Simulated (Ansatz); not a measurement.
## How settings move the results for Pd

```
Pd
1.0
     0.00000    1.94490    1.94490
     1.94490    0.00000    1.94490
     1.94490    1.94490    0.00000
Pd
1
Direct
  0.00000 0.00000 0.00000
```

The conventional cell has a = 3.890 Å, b = 3.890 Å, c = 3.890 Å, α = 90.00°, β = 90.00°, γ = 90.00°. Around Pd (atom 1) lie 12 Pd at 2.75 Å.

The cell comes from COD entry 9008478, which wasn't checked; take it as a given geometry.

Spin polarisation is left out, and whether a magnetic state lies lower isn't shown here.

All numbers below come from Ansatz 0.2.0, DFT, PBE, all-electron LAPW, scalar-relativistic.

The runs use a Γ-centred 18×18×18 k mesh, Fermi–Dirac smearing of 0.05 eV, basis error target 0.25 meV/atom, no spin polarisation. One setting is then changed at a time.

| LAPW cutoff (eV) | free energy less the base's (meV/atom) | P (GPa) |
| --- | --- | --- |
| 306 (base) | 0.0 | 7.51 |
| 180 | ? | 7.56 |
| 260 | 0.2 | 7.51 |
| 400 | 0.0 | 7.51 |
| 500 | 0.0 | 7.51 |

What belongs in the row "180", column "free energy less the base's (meV/atom)"?

5.1.
